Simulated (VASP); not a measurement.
Here is a VASP 6.6.1 calculation.

File run.py:

```python
from ase.calculators.vasp import Vasp
from ase.dft.bandgap import bandgap
from ase.io import read

atoms = read('KMgF3.xyz')
calc = Vasp(
    directory='calc',
    xc='pbe',
    pp='PBE',
    setups='minimal',
    prec='Accurate',
    encut=500,
    ediff=1e-07,
    ismear=0,
    sigma=0.02,
    lreal=False,
    lasph=True,
    nelm=60,
    algo='Fast',
    isif=2,
    lwave=False,
    lcharg=False,
    kpts=[7, 7, 7],
    gamma=True,
    nbands=23,
)
atoms.calc = calc

print('energy (eV):', atoms.get_potential_energy())
print('free energy (eV):', atoms.get_potential_energy(force_consistent=True))
print('forces (eV/A):')
print(atoms.get_forces())
print('stress (eV/A^3, Voigt):', atoms.get_stress())
print('Fermi level (eV):', calc.get_fermi_level())
gap, top, bottom = bandgap(calc)
print('band gap (eV):', gap, 'from (spin, k, band)', top, 'to', bottom)
```

Contents of KMgF3.xyz:

```xyz
5
Lattice="3.9859000000 0.0000000000 0.0000000000 0.0000000000 3.9859000000 0.0000000000 0.0000000000 0.0000000000 3.9859000000" Properties=species:S:1:pos:R:3 pbc="T T T"
K      1.9929500000      1.9929500000      1.9929500000
Mg     0.0000000000      0.0000000000      0.0000000000
F      0.0000000000      0.0000000000      1.9929500000
F      0.0000000000      1.9929500000      0.0000000000
F      1.9929500000      0.0000000000      0.0000000000
```

Potentials or basis: VASP PAW PBE potentials, release 64 (K_pv, Mg, F).

The run is started by

```bash
$ python run.py
```

(1) What does it give for the band gap on the k mesh?

(2) Estimate the pressure.

Answers

(1) 7.33 eV, indirect (least direct gap 7.62 eV).

(2) 3.8 GPa.

Caveat: an odd mesh through Γ misses points on the zone boundary, where band edges often lie.
